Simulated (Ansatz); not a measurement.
NbN: a fit and a missing row

NbN, Fm-3m, a = 4.412 Å. Ansatz: r2SCAN, PAW, 500 eV, Γ-centred 16×16×16 mesh on 2 atoms, Gaussian smearing 0.10 eV; no spin polarisation. Symmetry fixes shape and atoms, so the cell is only scaled; pressure is positive in compression.

```tsv
V (Å³/atom)	P (GPa)
9.445	54.38
9.767	37.31
10.089	22.80
10.411	10.46
10.733	-0.04
11.055	?
11.377	-16.59
11.806	-24.99
```

**Question.** Take V0 = 10.733 Å³/atom, count pressures from its P0 = -0.04 GPa, fit the third-order Birch–Murnaghan form to the other rows, and predict the missing pressure.

**Answer.** With the Eulerian strain f = ½[(V0/V)^(2/3) − 1] and y = (P − P0)/[3f(1 + 2f)^(5/2)], the form is the line y = B0 + 1.5 B0 (B0′ − 4) f. Rows (f, y): 0.04448, 329.6; 0.03245, 327.9; 0.02106, 326.1; 0.01026, 324.2; -0.01905, 319.1; -0.03077, 316.8. Means f = 0.009738, y = 323.95; Σ(Δf)² = 0.004321, ΣΔfΔy = 0.7397; the slope is their ratio. y = 322.3 + 171.2 f GPa, so B0 = 322.3 GPa and B0′ = 4 + 2 × (171.2)/(3 × 322.3) = 4.35. At V = 11.055, f = -0.00976, y = 320.63 and P = -8.98 GPa. The run gave -8.98 GPa, the same to the digits shown.

The fit describes a stiff solid whose resistance grows on compression: equal volume steps about V0 cost 22.80 GPa inward but give only -16.59 GPa outward. The high bulk modulus, 322.3 GPa, is what one expects of a rocksalt transition-metal nitride, where short Nb–N contacts combine covalent Nb 4d–N 2p bonding with a high valence-electron density. Squeezing the cell sharply raises the Pauli repulsion and kinetic energy of these electrons, while stretching weakens the bonds, hence the asymmetry. With B0′ at 4.35, the third-order term is only a modest correction to the second-order form.

The recovered pressure lies between fitted volumes, so it confirms a smooth equation of state along this path, but tests extrapolation to stronger compression hardly at all. Nor does stiffness against uniform scaling imply stability against shear or phonon distortions, a real concern for stoichiometric rocksalt NbN, whose electrons beyond the filled p–d bonding states occupy metallic Nb d bands and favour soft modes.
